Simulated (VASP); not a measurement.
C:

```
C
1.0
     0.00000    1.78337    1.78337
     1.78337    0.00000    1.78337
     1.78337    1.78337    0.00000
C
2
Direct
  0.75000 0.75000 0.75000
  0.50000 0.50000 0.50000
```

This isn't the form of C at room conditions, which is graphite.

* Program: VASP 6.6.1
* Task: relaxation of cell and atoms
* Functional: BLYP
* Potentials or basis: VASP PAW PBE potentials, release 64 (C)
* Cutoff: 600 eV
* k mesh: 13 × 13 × 13
* Occupations: fermi-dirac, width 0.05 eV
* Spin: no spin polarisation

At the start: pressure 11.1 GPa; volume 5.67 Å³/atom.

Problem. How do energy, volume and symmetry change on relaxing?

Solution. Over 3 steps the energy falls by 5.1 meV/atom and the volume is 5.82 Å³/atom (+2.7 %); space group Fd-3m (No. 227, to 0.05 Å).

The path:
```csv
step,energy change (eV),largest force (eV/Å),pressure (GPa),volume (Å³)
1,0.0000,0.0000,11.08,11.34
2,0.0031,0.0000,-11.55,12.00
3,-0.0101,0.0000,-0.06,11.64
```

Final structure:
```
C
1.0
     0.00000    1.79899    1.79899
     1.79899    0.00000    1.79899
     1.79899    1.79899    0.00000
C
2
Direct
  0.75000 0.75000 0.75000
  0.50000 0.50000 0.50000
```

The cell as given is a measured one (5.67 Å³/atom); BLYP puts the equilibrium volume +2.7 % from it, thermal expansion not counted.

Caveat: the PAW data sets were made with another functional, which shifts forces and pressure a little.
